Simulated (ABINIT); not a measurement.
Crystal: Pb.

```
Pb
1.0
     0.00000    2.47502    2.47502
     2.47502    0.00000    2.47502
     2.47502    2.47502    0.00000
Pb
1
Direct
  0.00000 0.00000 0.00000
```

Base run:

| Property | Result |
| --- | --- |
| Program | ABINIT 10.8.3 (patched build) |
| Functional | revPBE |
| Potentials or basis | JTH PAW PBE v2.0 sp |
| Cutoff | 408 eV |
| k mesh | 9 × 9 × 9 |
| Occupations | fermi-dirac, width 0.05 eV |
| Spin | no spin polarisation |

Its results: band gap on the k mesh none (metal or under the smearing width); pressure 3.5 GPa.

Q: After a change of settings the same cell gave: band gap on the k mesh none (metal or under the smearing width); pressure -0.4 GPa. Which change was it?
A. functional from revPBE to LDA-PZ; potentials or basis from JTH PAW PBE v2.0 sp to JTH PAW LDA v2.0 sp
B. functional from revPBE to LDA-Teter; potentials or basis from JTH PAW PBE v2.0 sp to JTH PAW LDA v2.0 sp
C. functional from revPBE to PBEsol
D. functional from revPBE to OLYP

A: C.

PBEsol binds more tightly than revPBE, so the same cell stands under less pressure.

Caveats: the PAW data sets were made with another functional, which shifts forces and pressure a little; spin-orbit coupling is left out, which moves the levels of the heavy elements; this set keeps more shells in the core, which shifts pressures and gaps.

Runs at the PBE level aren't shown here.
